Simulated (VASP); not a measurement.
## From an Ansatz input to VASP: BaTiO$_{3}$ (strained cubic perovskite)

Ansatz input

```yaml
crystal:
  lattice:
    - [3.9541555552, 0.0, 0.0]
    - [0.0, 3.9541555552, 0.0]
    - [0.0, 0.0, 3.9541555552]
  atoms:
    - { symbol: Ba, position: [0.0, 0.0, 0.0] }
    - { symbol: Ti, position: [0.5, 0.5, 0.5] }
    - { symbol: O, position: [0.5, 0.5, 0.0] }
    - { symbol: O, position: [0.5, 0.0, 0.5] }
    - { symbol: O, position: [0.0, 0.5, 0.5] }
kpoints:
  mp_grid: { grid: [6, 6, 6] }
  band_path:
    path: [[0.0, 0.0, 0.0], [0.0, 0.5, 0.0], [0.5, 0.5, 0.0], [0.5, 0.5, 0.5]]
    npoints: 1
hamiltonian:
  xc: pbe
scf:
  occupations: { method: fermi_dirac, width: 0.02 }
  n_extra_bands: 5
output:
  forces: true
  stress: true
  eigenvalues: true
  write_density: true
  write_potential: true
  elf: true
  volumetric_format: npy
```

Q: Which VASP files do the same job?

A: 

INCAR

```
SIGMA = 0.02
ISMEAR = -1
LASPH = .TRUE.
NBANDS = 28
LREAL = .FALSE.
IBRION = -1
NELM = 120
EDIFF = 1E-7
ENCUT = 520
NSW = 0
ISIF = 2
PREC = Accurate
LWAVE = .FALSE.
GGA = PE
LCHARG = .FALSE.
```

KPOINTS

```
KPOINTS created by Atomic Simulation Environment
0
Gamma
6 6 6
0 0 0
```

KPOINTS_OPT

```
special points
4
Reciprocal
0.0000000000 0.0000000000 0.0000000000 1
0.0000000000 0.5000000000 0.0000000000 1
0.5000000000 0.5000000000 0.0000000000 1
0.5000000000 0.5000000000 0.5000000000 1
```

POSCAR

```
Ba Ti O
 1.0000000000000000
     3.9541555551999998    0.0000000000000000    0.0000000000000000
     0.0000000000000000    3.9541555551999998    0.0000000000000000
     0.0000000000000000    0.0000000000000000    3.9541555551999998
 Ba  Ti  O
   1   1   3
Cartesian
  0.0000000000000000  0.0000000000000000  0.0000000000000000
  1.9770777775999999  1.9770777775999999  1.9770777775999999
  1.9770777775999999  1.9770777775999999  0.0000000000000000
  1.9770777775999999  0.0000000000000000  1.9770777775999999
  0.0000000000000000  1.9770777775999999  1.9770777775999999
```

VASP ran with the recommended PBE PAW datasets (40 valence electrons in the cell). Other inputs would serve too.

```csv
,Ansatz,VASP
gap between bands v and c,1.89 eV,1.82 eV
least direct gap,1.95 eV,1.93 eV
pressure,8.9 GPa,11.0 GPa
```

Datasets and cutoffs are each program's own. VASP's cell holds 40 valence electrons and Ansatz's 40. Ansatz's stress includes a Pulay correction; VASP's doesn't.
